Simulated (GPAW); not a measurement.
# CoO (Fm-3m) in GPAW: further runs

The runs below take CoO through band structure, with RPBE, revPBE.

Program: GPAW 26.7.0. These are calculated values, not measurements. Logs are shortened: lines on timing, memory, paths and dates and some standing lists are left out, and cuts for length are marked. The log counts tension as positive stress, the text compression.

### Step 1. Starting point

Symmetry: Fm-3m, No. 225, cubic system. Conventional cell: a = 4.263 Å, b = 4.263 Å, c = 4.263 Å, α = 90.00°, β = 90.00°, γ = 90.00°. Co (site symmetry m-3m) has 6 O at 2.13 Å as nearest neighbours. O (site symmetry m-3m) is surrounded by 6 Co at 2.13 Å.

### Step 2. Band structure, RPBE, collinear spin, ferromagnetic start

Contents of run.py:

```python
from ase.dft.bandgap import bandgap
from ase.io import read, write
from ase.units import GPa
from gpaw import GPAW, PW

atoms = read('CoO.xyz')
atoms.set_initial_magnetic_moments([2.0, 0.0])

calc = GPAW(mode=PW(800),
            xc='RPBE',
            kpts={'size': (11, 11, 11), 'gamma': True},
            occupations={'name': 'fermi-dirac', 'width': 0.05},
            nbands=17,
            convergence={'density': 1e-05, 'energy': 1e-05},
            maxiter=150,
            txt='gpaw.txt')
atoms.calc = calc
energy = atoms.get_potential_energy()
forces = atoms.get_forces()
stress = atoms.get_stress()
calc.write('gs.gpw')
write('result.traj', atoms)
print(f'Energy: {energy:.6f} eV')
print('Forces (eV/A):')
print(forces.round(4))
print('Stress (GPa):', (stress / GPa).round(3))
print('Moments:', calc.get_magnetic_moments().round(3))
print('Fermi level:', round(calc.get_fermi_level(), 4), 'eV')
print(f'Gap: {bandgap(calc)[0]:.4f} eV, direct: {bandgap(calc, direct=True)[0]:.4f} eV')

path = atoms.cell.bandpath('GXWKGLUWLK,UX', npoints=60, eps=1e-4)
bs_calc = calc.fixed_density(kpts=path, symmetry='off', nbands=25,
                             convergence={'bands': 'CBM+6.0', 'eigenstates': 1e-6}, txt='bands.txt')
bs = bs_calc.band_structure()
bs.write('bs.json')
print(f'Gap on the path: {bandgap(bs_calc)[0]:.4f} eV')
```

Contents of CoO.xyz:

```xyz
2
Lattice="0.0000000000 2.1315000000 2.1315000000 2.1315000000 0.0000000000 2.1315000000 2.1315000000 2.1315000000 0.0000000000" Properties=species:S:1:pos:R:3 pbc="T T T"
Co     0.0000000000      0.0000000000      0.0000000000
O      2.1315000000      2.1315000000      2.1315000000
```

Potentials or basis: the program's PAW data sets (release 1.2.1) made for this functional, pw.

On the command line:

```sh
OMP_NUM_THREADS=1 python run.py
```

gpaw.txt:

```text
__  _  _
 | _ |_)|_||  |
 |__||  | ||/\| - 26.7.0

Input parameters:
  mode=PW(ecut=800.0),
  convergence={'density': 1e-05, 'energy': 1e-05},
  kpts=MonkhorstPack(size=(11, 11, 11), gamma=True),
  maxiter=150,
  nbands=17,
  occupations=Occupations(name='fermi-dirac', width=0.05),
  xc=XC(name='RPBE')

Diagonalizing LCAO Hamiltonian
Converting LCAO to pw mode

              O

       Co

Atoms  # Å, Bohr magnetons
|   | symbol |        x |        y |        z |    initial magnetic moments |
|---|--------|----------|----------|----------|-----------------------------|
| 0 |     Co | 0.000000 | 0.000000 | 0.000000 | ( 0.0000,  0.0000,  2.0000) |
| 1 |      O | 2.131500 | 2.131500 | 2.131500 | ( 0.0000,  0.0000,  0.0000) |

Unit cell  # Å
| periodic |        x |        y |        z |  lengths |    angles |
|----------|----------|----------|----------|----------|-----------|
|      yes | 0.000000 | 2.131500 | 2.131500 | 3.014396 | 60.000000 |
|      yes | 2.131500 | 0.000000 | 2.131500 | 3.014396 | 60.000000 |
|      yes | 2.131500 | 2.131500 | 0.000000 | 3.014396 | 60.000000 |

Number of symmetries: 48
Symmetry operations  # r_c * U_cc + t_c -> r_c
|    | kind |            matrix            |
|----|------|------------------------------|
|  0 |  σ   |  1, 0, 0,  1, 0,-1,  1,-1, 0 |
|  1 |  C2  |  1, 0, 0,  1,-1, 0,  1, 0,-1 |
|  2 |  E   |  1, 0, 0,  0, 1, 0,  0, 0, 1 |
|  3 |  σ   |  1, 0, 0,  0, 0, 1,  0, 1, 0 |
|  4 |  C4  |  1, 0,-1,  1, 0, 0,  1,-1, 0 |
|  5 |  S6  |  1, 0,-1,  1,-1, 0,  1, 0, 0 |
|  6 |  σ   |  1, 0,-1,  0, 1,-1,  0, 0,-1 |
|  7 |  C3  |  1, 0,-1,  0, 0,-1,  0, 1,-1 |
|  8 |  S6  |  1,-1, 0,  1, 0, 0,  1, 0,-1 |
|  9 |  C4  |  1,-1, 0,  1, 0,-1,  1, 0, 0 |
| 10 |  C3  |  1,-1, 0,  0,-1, 1,  0,-1, 0 |
| 11 |  σ   |  1,-1, 0,  0,-1, 0,  0,-1, 1 |
| 12 |  σ   |  0, 1, 0,  1, 0, 0,  0, 0, 1 |
| 13 |  C4  |  0, 1, 0,  0, 1,-1, -1, 1, 0 |
| 14 |  C3  |  0, 1, 0,  0, 0, 1,  1, 0, 0 |
| 15 |  S6  |  0, 1, 0, -1, 1, 0,  0, 1,-1 |
| 16 |  C2  |  0, 1,-1,  1, 0,-1,  0, 0,-1 |
| 17 |  σ   |  0, 1,-1,  0, 1, 0, -1, 1, 0 |
| 18 |  S4  |  0, 1,-1,  0, 0,-1,  1, 0,-1 |
| 19 |  C4  |  0, 1,-1, -1, 1, 0,  0, 1, 0 |
| 20 |  C3  |  0, 0, 1,  1, 0, 0,  0, 1, 0 |
| 21 |  σ   |  0, 0, 1,  0, 1, 0,  1, 0, 0 |
| 22 |  S6  |  0, 0, 1,  0,-1, 1, -1, 0, 1 |
| 23 |  C4  |  0, 0, 1, -1, 0, 1,  0,-1, 1 |
| 24 |  S4  |  0, 0,-1,  1, 0,-1,  0, 1,-1 |
| 25 |  C3  |  0, 0,-1,  0, 1,-1,  1, 0,-1 |
| 26 |  C2  |  0, 0,-1,  0,-1, 0, -1, 0, 0 |
| 27 |  S6  |  0, 0,-1, -1, 0, 0,  0,-1, 0 |
| 28 |  S4  |  0,-1, 1,  1,-1, 0,  0,-1, 0 |
| 29 |  C4  |  0,-1, 1,  0, 0, 1, -1, 0, 1 |
| 30 |  C2  |  0,-1, 1,  0,-1, 0,  1,-1, 0 |
| 31 |  σ   |  0,-1, 1, -1, 0, 1,  0, 0, 1 |
| 32 |  C3  |  0,-1, 0,  1,-1, 0,  0,-1, 1 |
| 33 |  S6  |  0,-1, 0,  0, 0,-1, -1, 0, 0 |
| 34 |  S4  |  0,-1, 0,  0,-1, 1,  1,-1, 0 |
| 35 |  C2  |  0,-1, 0, -1, 0, 0,  0, 0,-1 |
| 36 |  C2  | -1, 1, 0,  0, 1, 0,  0, 1,-1 |
| 37 |  S6  | -1, 1, 0,  0, 1,-1,  0, 1, 0 |
| 38 |  S4  | -1, 1, 0, -1, 0, 1, -1, 0, 0 |
| 39 |  C3  | -1, 1, 0, -1, 0, 0, -1, 0, 1 |
| 40 |  S6  | -1, 0, 1,  0, 0, 1,  0,-1, 1 |
| 41 |  C2  | -1, 0, 1,  0,-1, 1,  0, 0, 1 |
| 42 |  C3  | -1, 0, 1, -1, 1, 0, -1, 0, 0 |
| 43 |  S4  | -1, 0, 1, -1, 0, 0, -1, 1, 0 |
| 44 |  C2  | -1, 0, 0,  0, 0,-1,  0,-1, 0 |
| 45 |  i   | -1, 0, 0,  0,-1, 0,  0, 0,-1 |
| 46 |  σ   | -1, 0, 0, -1, 1, 0, -1, 0, 1 |
| 47 |  C2  | -1, 0, 0, -1, 0, 1, -1, 1, 0 |

BZ-sampling:
  Number of BZ points: 1331
  Number of IBZ points: 56

  Monkhorst-Pack size: [11, 11, 11]
  Monkhorst-Pack shift: [0, 0, 0]

K-points  # in reciprocal-cell coordinates
|     |                                coordinates |     weight |
|-----|--------------------------------------------|------------|
|   0 | (  0.00000000,   0.00000000,   0.00000000) | 0.00075131 |
|   1 | (  0.09090909,   0.09090909,   0.00000000) | 0.00450789 |
|   2 | (  0.09090909,   0.09090909,   0.09090909) | 0.00601052 |
|   3 | (  0.18181818,   0.09090909,   0.09090909) | 0.00901578 |
|   4 | (  0.18181818,   0.18181818,   0.00000000) | 0.00450789 |
|   5 | (  0.18181818,   0.18181818,   0.09090909) | 0.01803156 |
|   6 | (  0.18181818,   0.18181818,   0.18181818) | 0.00601052 |
|   7 | (  0.27272727,   0.18181818,   0.09090909) | 0.01803156 |
|   8 | (  0.27272727,   0.18181818,   0.18181818) | 0.01803156 |
|   9 | (  0.27272727,   0.27272727,   0.00000000) | 0.00450789 |
| ... |                                            |            |
|  55 | (  0.45454545,   0.45454545,   0.45454545) | 0.00601052 |

Plane wave coefficients: 1010
Cutoff: 800.0 eV

Spin-components: 2 (collinear spins)
Bands:           17
Projectors:      11
Spin-degeneracy: 1
Datatype:        complex128

Parallelization:
  kpt:    1
  domain: 1
  band:   1

Density:
  Valence electrons: 15.0
  Components: 2
  Grid points: [20 20 20]
  Charge: 0.0  # |e|

Potential:
  Grid points: [20 20 20]

species:
  Co:
    name:    Cobalt
    Z:       27.0
    valence: 9
    core:    18
    charge:  0.0  # [|e|]
    compensation charges:
      type: gauss
      rc: 0.32  # [Å]
      lmax: 2
    cutoffs:
      filter: 1.87  # [Å]
      core: 2.55  # [Å]
    projectors
    | kind |    occ | energy [eV] | rcut [Å] |
    |------|--------|-------------|----------|
    |   4s |  2.000 |      -5.390 |    1.005 |
    |   4p |  0.000 |      -1.273 |    1.058 |
    |   3d |  7.000 |      -8.145 |    1.005 |
    |    s |        |      21.821 |    1.005 |
    |    p |        |      25.939 |    1.058 |
    |    d |        |      19.066 |    1.005 |

    Using partial waves for Co as LCAO basis

  O:
    name:    Oxygen
    Z:       8.0
    valence: 6
    core:    2
    charge:  0.0  # [|e|]
    compensation charges:
      type: gauss
      rc: 0.21  # [Å]
      lmax: 2
    cutoffs:
      filter: 1.17  # [Å]
      core: 0.83  # [Å]
    projectors
    | kind |    occ | energy [eV] | rcut [Å] |
    |------|--------|-------------|----------|
    |   2s |  2.000 |     -24.041 |    0.688 |
    |   2p |  4.000 |      -8.984 |    0.598 |
    |    s |        |       3.170 |    0.688 |
    |    p |        |      18.228 |    0.598 |
    |    d |        |       0.000 |    0.619 |

    Using partial waves for O as LCAO basis

Reference energy: -39951.075120  # eV

eigensolver:
  PPCG
  Converge bands: occupied
  niter=2

density mixing:
  MSR1-Mixer
  Pratt-step length: 0.05
  Maximum mixing coefficient: 0.75
  Old densities: 10
  SVD Regularization: 0.005
  Good broyden scale: 1.0
  Trust region scale: 1.0
  Backstep threshold: 4.0
  History deletion threshold: 6.0
  Fourier metric: weight=20.0, sigma=0.015

occupation numbers:
  Fermi-Dirac:
    width: 0.0500  # eV

poisson solver:
  ecut: 6400.0  # eV

xc functional:
  name: RPBE with 2 nearest neighbor stencil

convergence criteria:
- Maximum integral of absolute [dens]ity change: 1e-05 electrons / valence electron
- Maximum [total energy] change in last 3 cyles: 1e-05 eV / valence electron
- Maximum integral of absolute [eigenst]ate change: 4e-08 eV^2 / valence electron
maximum number of iterations: 150

SCF iterations
|iter     | |      energy | eigst |  dens |  magmom |
|---------|-|-------------|-------|-------|---------|
|iter:   1| |  -13.887192 | -0.08 |       |  +2.0017|
|iter:   2| |  -13.718290 | -2.11 | -0.81 |  +2.0433|
|iter:   3| |  -13.477503 | -1.93 | -0.86 |  +2.2896|
|iter:   4| |  -13.571886 | -2.60 | -1.26 |  +2.4716|
|iter:   5| |  -13.637071 | -2.34 | -1.48 |  +2.8354|
|iter:   6| |  -13.640771 | -3.65 | -2.04 |  +2.8943|
|iter:   7| |  -13.639634 | -3.88 | -1.99 |  +2.8988|
|iter:   8| |  -13.640455 | -4.45 | -2.48 |  +2.9570|
|iter:   9| |  -13.640499 | -5.77 | -3.01 |  +2.9534|
|iter:  10| |  -13.640553c| -6.32 | -3.50 |  +2.9576|
|iter:  11| |  -13.640545c| -7.78c| -4.08 |  +2.9561|
|iter:  12| |  -13.640546c| -7.53c| -4.56 |  +2.9563|
|iter:  13| |  -13.640546c| -8.47c| -5.24c|  +2.9562|

Converged in 13 steps
Energy contributions relative to reference atoms: (reference = -39951.075120)

Energy contributions:
  Kinetic:          29.324112
  Coulomb:         -25.654778
  Zero:              0.098192
  External:          0.000000
  Xc:              -17.391504
  Entropy:          -0.033135
  Spinorbit:         0.000000
  ----------------------------
  Free energy:     -13.657113
  Extrapolated:    -13.640546

dipole moment: (-11.314955, -11.314955, -11.314955)  # |e|*Ang

Total magnetic moment: (0.000000, 0.000000, 2.956196)

Local magnetic moments
|        x |        y |        z |
|----------|----------|----------|
| 0.000000 | 0.000000 | 2.555654 |  # Co   0
| 0.000000 | 0.000000 | 0.236740 |  # O    1

Fermi level: 8.905
Eigenvalues  # (at kpt = [0.000, 0.000, 0.000])
| band index |      eig [eV] | occ [0-1] |      eig [eV] | occ [0-1] |
|------------|---------------|-----------|---------------|-----------|
|          0 |       -11.434 |     1.000 |       -10.936 |     1.000 |
|          1 |         5.561 |     1.000 |         6.263 |     1.000 |
|          2 |         5.561 |     1.000 |         6.263 |     1.000 |
|          3 |         5.697 |     1.000 |         6.263 |     1.000 |
|          4 |         5.697 |     1.000 |         7.801 |     1.000 |
|          5 |         5.697 |     1.000 |         7.801 |     1.000 |
[... 9 lines left out ...]
|         15 |        30.244 |     0.000 |        31.281 |     0.000 |
|         16 |        30.244 |     0.000 |        31.281 |     0.000 |

No gap
No difference between direct/indirect transitions

Forces  # eV/Ang
|       x |        y |        z |
|---------|----------|----------|
| 0.00000 | -0.00000 | -0.00000 |  # Co   0
| 0.00000 |  0.00000 |  0.00000 |  # O    1

Stress tensor  # eV/Ang^3
|         x |         y |         z |
|-----------|-----------|-----------|
| -0.029497 | -0.000000 | -0.000000 |
| -0.000000 | -0.029497 |  0.000000 |
| -0.000000 |  0.000000 | -0.029497 |

# Writing to gs.gpw (mode='')
```

Wall time 62 s (1 thread of Arm Neoverse V1, shared host); peak memory 0.26 GiB.

What came out:

```
Free energy             : -13.6571 eV
Pressure                : 4.7 GPa
Band gap along the path : none (metal or under the smearing width)
Net moment              : 2.96 μB per cell
Site moments            : Co +2.56; O +0.24 μB
```

Levels at the corners of the path, in eV from the Fermi level:
Spin up:
```
point  band 7  band 8  band 9  band 10
    Γ   -3.14   -3.14   -3.14     0.88
    X   -2.50   -2.14   -2.14     5.77
    W   -2.36   -2.14   -1.42     8.01
    K   -2.12   -2.00   -1.37     7.34
    Γ   -3.14   -3.14   -3.14     0.88
    L   -1.87    0.03    0.03     4.97
    U   -2.12   -2.00   -1.37     7.34
    W   -2.36   -2.14   -1.42     8.01
    L   -1.87    0.03    0.03     4.97
    K   -2.12   -2.00   -1.37     7.34
    U   -2.12   -2.00   -1.37     7.34
    X   -2.50   -2.14   -2.14     5.77
```
Spin down:
```tsv
point	band 4	band 5	band 6	band 7	band 8	band 9
Γ	-2.64	-1.10	-1.10	-1.10	0.17	0.17
X	-3.91	-2.25	0.14	0.14	0.65	1.09
W	-5.06	-0.39	-0.39	0.14	0.99	1.72
K	-4.34	-1.02	-0.01	0.15	1.23	1.70
Γ	-2.64	-1.10	-1.10	-1.10	0.17	0.17
L	-4.66	-0.11	-0.11	0.18	2.79	2.79
U	-4.34	-1.02	-0.01	0.15	1.23	1.70
W	-5.06	-0.39	-0.39	0.14	0.99	1.72
L	-4.66	-0.11	-0.11	0.18	2.79	2.79
K	-4.34	-1.02	-0.01	0.15	1.23	1.70
U	-4.34	-1.02	-0.01	0.15	1.23	1.70
X	-3.91	-2.25	0.14	0.14	0.65	1.09
```

Caveat: a cell with one magnetic atom can't hold antiferromagnetic order, which such compounds often take; semilocal functionals often make such compounds metallic where correlation or magnetic order opens a gap, which also shifts bond lengths.

### Step 3. Band structure, revPBE, collinear spin, ferromagnetic start

run.py: that of step 2 with these lines changed.

```diff
@@ -5,3 +5,3 @@
 
-atoms = read('CoO.xyz')
+atoms = read('POSCAR')
 atoms.set_initial_magnetic_moments([2.0, 0.0])
@@ -9,3 +9,3 @@
 calc = GPAW(mode=PW(800),
-            xc='RPBE',
+            xc='revPBE',
             kpts={'size': (11, 11, 11), 'gamma': True},
@@ -30,3 +30,3 @@
 
-path = atoms.cell.bandpath('GXWKGLUWLK,UX', npoints=60, eps=1e-4)
+path = atoms.cell.bandpath('GXWKGLUWLK,UX', npoints=80, eps=1e-4)
 bs_calc = calc.fixed_density(kpts=path, symmetry='off', nbands=25,
```

Contents of POSCAR:

```
CoO
1.0
    0.0000000000      2.1315000000      2.1315000000
    2.1315000000      0.0000000000      2.1315000000
    2.1315000000      2.1315000000      0.0000000000
Co O
1 1
Direct
    0.0000000000      0.0000000000      0.0000000000
    0.5000000000      0.5000000000      0.5000000000
```

Potentials or basis: the program's PAW data sets (release 1.2.1) made for this functional, pw.

On the command line:

```sh
OMP_NUM_THREADS=1 python run.py
```

It took 69 s on 1 thread of Arm Neoverse V1, shared host; peak memory 0.28 GiB.

It converged, with:

- Free energy: -13.7731 eV
- Pressure: 3.1 GPa
- Band gap along the path: none (metal or under the smearing width)
- Net moment: 2.95 μB per cell
- Site moments: Co +2.55; O +0.24 μB

Levels at the corners of the path, in eV from the Fermi level:
Spin up:
```tsv
point	band 7	band 8	band 9	band 10
Γ	-3.13	-3.13	-3.13	0.87
X	-2.48	-2.12	-2.12	5.74
W	-2.34	-2.12	-1.41	7.98
K	-2.11	-1.99	-1.36	7.31
Γ	-3.13	-3.13	-3.13	0.87
L	-1.86	0.04	0.04	4.95
U	-2.11	-1.99	-1.36	7.31
W	-2.34	-2.12	-1.41	7.98
L	-1.86	0.04	0.04	4.95
K	-2.11	-1.99	-1.36	7.31
U	-2.11	-1.99	-1.36	7.31
X	-2.48	-2.12	-2.12	5.74
```
Spin down:
```csv
point,band 4,band 5,band 6,band 7,band 8,band 9
Γ,-2.65,-1.11,-1.11,-1.11,0.14,0.14
X,-3.91,-2.25,0.14,0.14,0.62,1.07
W,-5.07,-0.39,-0.39,0.14,0.97,1.70
K,-4.35,-1.02,-0.01,0.16,1.21,1.68
Γ,-2.65,-1.11,-1.11,-1.11,0.14,0.14
L,-4.67,-0.11,-0.11,0.18,2.77,2.77
U,-4.35,-1.02,-0.01,0.16,1.21,1.68
W,-5.07,-0.39,-0.39,0.14,0.97,1.70
L,-4.67,-0.11,-0.11,0.18,2.77,2.77
K,-4.35,-1.02,-0.01,0.16,1.21,1.68
U,-4.35,-1.02,-0.01,0.16,1.21,1.68
X,-3.91,-2.25,0.14,0.14,0.62,1.07
```

Caveat: a cell with one magnetic atom can't hold antiferromagnetic order, which such compounds often take; semilocal functionals often make such compounds metallic where correlation or magnetic order opens a gap, which also shifts bond lengths.
